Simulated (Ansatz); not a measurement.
## AlCo: clamped-ion strain scan

The calculation used DFT PBEsol, scalar-relativistic, plane waves, PAW (Ansatz). The runs took a 420 eV cutoff, a Γ-centred 22×22×22 mesh and Gaussian smearing (0.15 eV). No spin polarisation. A magnetic state may lie lower. Energies are free energies at this smearing, counted from the undisturbed cell; pressure is positive in compression.

The undisturbed cell (relaxed at this level; it needn't be the usual structure):

```yaml
crystal:
  lattice:
    - [2.82259, 0.00000, 0.00000]
    - [0.00000, 2.82259, 0.00000]
    - [0.00000, 0.00000, 2.82259]
  atoms:
    - { symbol: Al, position: [0.00000, 0.00000, 0.00000] }
    - { symbol: Co, position: [0.50000, 0.50000, 0.50000] }
```

The cell is strained by ε times the Voigt pattern (1, 0, 0, 0, 0, 0) (xx, yy, zz, yz, xz, xy; engineering shear) with fractional coordinates fixed. The cell is metallic on the mesh throughout.

| ε | ΔE (meV/atom) | stress summed along the pattern (GPa, tension positive) |
| --- | --- | --- |
| -0.1000 | 152.8 | -50.27 |
| -0.0750 | 79.5 | -33.73 |
| -0.0500 | 32.7 | -20.11 |
| -0.0250 | 7.6 | -8.95 |
| 0.0000 | 0.0 | -0.04 |
| 0.0250 | 6.1 | 6.64 |
| 0.0500 | 22.4 | 11.82 |
| 0.0750 | 47.0 | 16.09 |
| 0.0875 | 62.0 | 17.96 |
| 0.1000 | 78.5 | 19.68 |